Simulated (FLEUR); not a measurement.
Runs of FLEUR MaX-R8.1 (patched build s14) on Al. It takes space group Fm-3m (No. 225, cubic). The conventional cell has a = 4.050 Å, b = 4.050 Å, c = 4.050 Å, α = 90.00°, β = 90.00°, γ = 90.00°. Al (site symmetry m-3m) is surrounded by 12 Al at 2.86 Å. 

| task | level | spin | k mesh | smearing | inpgen profile | gmax | muffin-tin radii | lmax | max iterations | kmax | mesh quality | gap on the mesh (eV) | V0 of scaled cells (Å³/atom) | B0 (GPa) |
| --- | --- | --- | --- | --- | --- | --- | --- | --- | --- | --- | --- | --- | --- | --- |
| single point | PBE0 | off | 5 × 5 × 5 | fermi-dirac 0.05 eV | - | 11.8 1/bohr | Al 2.51 bohr | Al 10 | 30 | 3.8 1/bohr | coarse | none | - | - |
| equation of state | PBE | off | 11 × 11 × 11 | fermi-dirac 0.05 eV | fast | 20 1/bohr | Al 2.45 bohr | Al 7 | - | 4 1/bohr | not flagged | - | 16.52 | 79 |
| equation of state | PW91 | off | 11 × 11 × 11 | gaussian 0.1 eV | fastHighL | 11.8 1/bohr | Al 2.45 bohr | Al 10 | - | 3.8 1/bohr | not flagged | - | (a) | 76 |
| equation of state | PBE | off | 11 × 11 × 11 | fermi-dirac 0.05 eV | veryFastHighL | 17.5 1/bohr | Al 2.45 bohr | Al 9 | - | 3.5 1/bohr | not flagged | - | 16.51 | 79 |
| equation of state | PBE | off | 11 × 11 × 11 | fermi-dirac 0.05 eV | moderate | 22.5 1/bohr | Al 2.45 bohr | Al 10 | - | 4.5 1/bohr | not flagged | - | 16.51 | 79 |
| single point | RPBE | collinear, ferromagnetic start | 11 × 11 × 11 | fermi-dirac 0.02 eV | fastHighL | 11.8 1/bohr | Al 2.51 bohr | Al 10 | 60 | 3.8 1/bohr | not flagged | none | - | - |

Alike in all rows: potentials or basis all-electron, FLAPW; cell as given.

Question: Fill in the values left out.

Answer: (a) 16.60.

Caveats: some runs use coarse meshes; core states are solved in the semilocal potential (some runs); small basis for a fit (some runs); the plane-wave cutoff is short for the semicore states, which can make moduli rough (some runs).

A gap of «none» marks a metal or a gap under the smearing width.

The runs were made with more than one version of the program.
